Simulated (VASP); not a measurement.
Here is a VASP 6.6.1 calculation.

INCAR

```
SYSTEM = MgO
  PREC = Accurate
  ENCUT = 520
  EDIFF = 1E-7
  ISMEAR = 0
  SIGMA = 0.03
  LREAL = .FALSE.
  LASPH = .TRUE.
  NELM = 80
  ALGO = Fast
  ISIF = 2
  LWAVE = .FALSE.
  LCHARG = .FALSE.
  GGA = PE
  NBANDS = 11
  KPAR = 4
```

File KPOINTS:

```
Automatic mesh
0
G
  8 8 8
  0 0 0
```

The input POSCAR:

```
MgO
1.0
    0.0000000000      2.1085000000      2.1085000000
    2.1085000000      0.0000000000      2.1085000000
    2.1085000000      2.1085000000      0.0000000000
Mg O
1 1
Direct
    0.0000000000      0.0000000000      0.0000000000
    0.5000000000      0.5000000000      0.5000000000
```

Potentials or basis: VASP PAW PBE potentials, release 64 (Mg, O).

Launch:

```sh
$ cat potpaw_PBE.64/Mg/POTCAR potpaw_PBE.64/O/POTCAR > POTCAR
$ mpirun -np 4 vasp_std > vasp.out
```

Problem. Estimate the pressure.

Solution. 3.4 GPa.

Problem. Estimate the band gap on the k mesh.

Solution. 4.69 eV, direct.

**What was measured.**

“Electronic structure of alkaline earth and post-transition metal oxides”, 2009, arxiv:0908.1581 quotes, for a bulk crystal of MgO: band gap 7.83 eV.

Measured gap of MgO: 7.83 eV (quoted in “Electronic structure of alkaline earth and post-transition metal oxides”, 2009, arxiv:0908.1581). This calculation gives 4.69 eV (-3.14 eV). The value is that of PBE, without temperature or zero-point motion. Semilocal functionals fall short of measured gaps as a rule.
